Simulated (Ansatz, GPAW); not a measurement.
This is a calculation of C for Ansatz 0.2.0. 

File input.yaml:

```yaml
crystal:
  lattice:
    - [0.0, 1.78337, 1.78337]
    - [1.78337, 0.0, 1.78337]
    - [1.78337, 1.78337, 0.0]
  atoms:
    - { symbol: C, position: [0.75, 0.75, 0.75] }
    - { symbol: C, position: [0.5, 0.5, 0.5] }
hamiltonian:
  xc: pbe
  pseudopotentials: { kind: paw }
kpoints:
  mp_grid: { grid: [13, 13, 13] }
scf:
  occupations: { method: gaussian, width: 0.02 }
output:
  forces: true
  stress: true
  eigenvalues: true
```

Potentials or basis: Ansatz PAW.

Run with:

```sh
$ ansatz run input.yaml --threads 2 --pin off --max-ram 5632MiB --backend cpu --events-out ev --progress --plain --runs-dir out
```

Question: Set up the same calculation for GPAW 26.7.0 (ASE script). Potentials or basis there: GPAW PAW data sets (gpaw-data 1.2.1), cutoff 800 eV.

Answer: As run (cutoffs and basis follow the program's own potentials, and thresholds, step limits or extra output files can differ):

File run.py:

```python
from ase.dft.bandgap import bandgap
from ase.io import read, write
from ase.units import Bohr, GPa
from gpaw import GPAW, PW
from gpaw.elf import elf_from_dft_calculation

atoms = read('C.xyz')

calc = GPAW(mode=PW(800),
            xc='PBE',
            kpts={'size': (13, 13, 13), 'gamma': True},
            occupations={'name': 'methfessel-paxton', 'order': 0, 'width': 0.02},
            nbands=11,
            convergence={'density': 1e-05, 'energy': 1e-05},
            maxiter=150,
            txt='gpaw.txt')
atoms.calc = calc
energy = atoms.get_potential_energy()
forces = atoms.get_forces()
stress = atoms.get_stress()
calc.write('gs.gpw')
write('result.traj', atoms)
print(f'Energy: {energy:.6f} eV')
print('Forces (eV/A):')
print(forces.round(4))
print('Stress (GPa):', (stress / GPa).round(3))
print('Fermi level:', round(calc.get_fermi_level(), 4), 'eV')
print(f'Gap: {bandgap(calc)[0]:.4f} eV, direct: {bandgap(calc, direct=True)[0]:.4f} eV')

# fields on the real-space grid
write('density.cube', atoms, data=calc.get_pseudo_density() * Bohr**3)
write('potential.cube', atoms, data=calc.get_electrostatic_potential())
write('elf.cube', atoms, data=elf_from_dft_calculation(calc).data)
```

Contents of C.xyz:

```xyz
2
Lattice="0.0000000000 1.7833700000 1.7833700000 1.7833700000 0.0000000000 1.7833700000 1.7833700000 1.7833700000 0.0000000000" Properties=species:S:1:pos:R:3 pbc="T T T"
C      2.6750550000      2.6750550000      2.6750550000
C      1.7833700000      1.7833700000      1.7833700000
```

Potentials or basis: GPAW PAW data sets (gpaw-data 1.2.1), pw.

Launch:

```console
$ OMP_NUM_THREADS=1 python run.py
```

Both were run:

|  | Ansatz | GPAW |
| --- | --- | --- |
| Pressure | 1.8 GPa | 1.4 GPa |

Ansatz's pressure holds a Pulay term of +1.04 GPa for its cutoff of 420 eV, which the other run lacks.

Where Ansatz's input types no cutoff or centring, it takes its own default and a Γ-centred mesh.

Pressure is positive in compression.
